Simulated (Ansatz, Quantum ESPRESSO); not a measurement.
# 2H-MoS2, 1 layer: the energy at a withheld member of a series

Method. Quantum ESPRESSO 7.5, PBE, GBRV ultrasoft. Cell and atoms are first relaxed; each strained cell is then held and the atoms relax in it. A periodic run with 15 Å of vacuum in the starting cell gives the vacuum levels, and bands follow along a path. The bands are repeated with spin-orbit coupling and fully relativistic files. The series steps biaxial strain. Energies count from the lowest.

| biaxial strain | energy (eV) |
| --- | --- |
| -4 % | 0.1570 |
| -3 % | 0.0869 |
| -2 % | 0.0379 |
| -1 % | 0.0095 |
| 0 % | 0.0000 |
| 1 % | 0.0086 |
| 2 % | 0.0343 |
| 3 % | 0.0761 |

One more run was made and is withheld. What is the energy at 4 %?

**Fit.** The rows at 2 % and 3 % give a slope of (0.0761 − (0.0343))/(3 − (2)) = 0.0418, so a straight line gives 0.1179 eV. A parabola through these and the row at 1 % gives 0.1340 eV.

**The withheld run.** 0.1328 eV. The line misses by −0.0149 and the parabola by +0.0012 eV. The parabola does better.

Caveats: Semilocal gaps are too small; the 1×1 cell can't ripple over many cells under compression as a free sheet would. These values are without spin-orbit coupling.
